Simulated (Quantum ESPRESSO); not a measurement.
## Hf in Quantum ESPRESSO: the effect of strain

The system is Hf.

```xyz
1
Lattice="-1.7328 1.7328 1.8050 1.7328 -1.7328 1.8050 1.7328 1.7328 -1.8050" Properties=species:S:1:pos:R:3 pbc="T T T"
Hf    0.0000    0.0000    0.0000
```

This isn't the form of Hf at room conditions, which is hcp.

Alike in all runs:

- Program: Quantum ESPRESSO 7.5
- Task: single point
- Functional: PBEsol
- Potentials or basis: SSSP 1.3 efficiency PBE
- Cutoff: 816 eV
- Density cutoff: 3265 eV
- k mesh: 10 × 10 × 10
- Occupations: fermi-dirac, width 0.05 eV
- Spin: no spin polarisation
- Kind of strain: biaxial_xy
- Mixing beta: 0.5
- Most SCF iterations: 120
- SCF threshold: 2e-10 Ry

```csv
strain,pressure (GPa)
-0.04,-1.0
-0.02,?
-0.01,-6.9
0,-8.5
0.01,-10.0
0.02,-11.4
0.04,-13.7
```

Q: What does the run with strain -0.02 give?

A: Pressure -5.1 GPa.

Worked out: A parabola through the other rows of the pressure, of slope -188 GPa per unit of strain there, gives -5.1 GPa, against the run's -5.1.

Caveats: the potentials were made for another functional, which shifts forces and pressure.

Runs at the PBE level aren't shown here.
